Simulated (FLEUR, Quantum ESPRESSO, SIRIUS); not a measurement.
**InP: programs and potentials compared**

```xyz
2
Lattice="0.0000 2.9305 2.9305 2.9305 0.0000 2.9305 2.9305 2.9305 0.0000" Properties=species:S:1:pos:R:3 pbc="T T T"
In    0.0000    0.0000    0.0000
P     4.3957    4.3957    4.3957
```

Alike in all runs: task equation of state; functional LDA; k mesh 8 × 8 × 8; occupations fermi-dirac, width 0.05 eV; no spin polarisation; no spin-orbit coupling. LDA stands for any of its common fits.

| program and potentials | plane-wave cutoff (eV) | notes | equilibrium volume (Å³/atom) | bulk modulus (GPa) |
| --- | --- | --- | --- | --- |
| FLEUR, all-electron, FLAPW | - | - | ? | ? |
| Quantum ESPRESSO, PseudoDojo 0.4.1 SR LDA standard | 952 | - | 24.67 | 71.3 |
| SIRIUS, all-electron FP-LAPW, apw+lo standard | - | - | 24.72 | 72.2 |

Estimate from the other rows what the run with FLEUR, all-electron, FLAPW gave.

Equilibrium volume 24.72 Å³/atom; bulk modulus 71.4 GPa. The other rows, which needn't bracket it: equilibrium volume 24.67 to 24.72; bulk modulus 71.3 to 72.2.
